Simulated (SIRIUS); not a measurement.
## Zr under changes of volume

One of the cells (23.746 Å³/atom); the others are scaled copies at fixed shape and fractional positions:

```
Zr
1.0
     3.25340    0.00000    0.00000
    -1.62670    2.81753    0.00000
     0.00000    0.00000    5.18109
Zr
2
Direct
  0.66667 0.33333 0.75000
  0.33333 0.66667 0.25000
```

* Program: SIRIUS 7.10.0
* Functional: PBE
* Potentials or basis: PseudoDojo 0.4.1 PBE standard (scalar relativistic)
* Cutoff: 915 eV
* Density cutoff: 3659 eV
* k mesh: 9 × 9 × 5
* Occupations: fermi-dirac, width 0.05 eV
* Spin: no spin polarisation

```csv
volume (Å³/atom),energy over the lowest point (meV/atom),pressure (GPa)
21.884,?,?
22.350,14.67,4.8
22.815,3.88,2.6
23.746,0.00,-1.3
24.212,6.03,-3.0
24.678,16.81,-4.5
```

Problem. What does the run at 21.884 Å³/atom give?

Solution. Energy over the lowest point 32.05 meV/atom; pressure 7.2 GPa.

Worked out: A Birch-Murnaghan fit of order 3 (a polynomial in V^(-2/3)) to the other rows has its minimum at 23.44 Å³/atom with B0 = V·E''(V) = 94 GPa and B' = 3.1 at fixed shape and positions, which overstates the stiffness. It gives 32.08 meV/atom at 21.884 Å³/atom, against the run's 32.05, and -dE/dV = 7.2 GPa, against 7.2.

Energies are extrapolated to zero smearing.
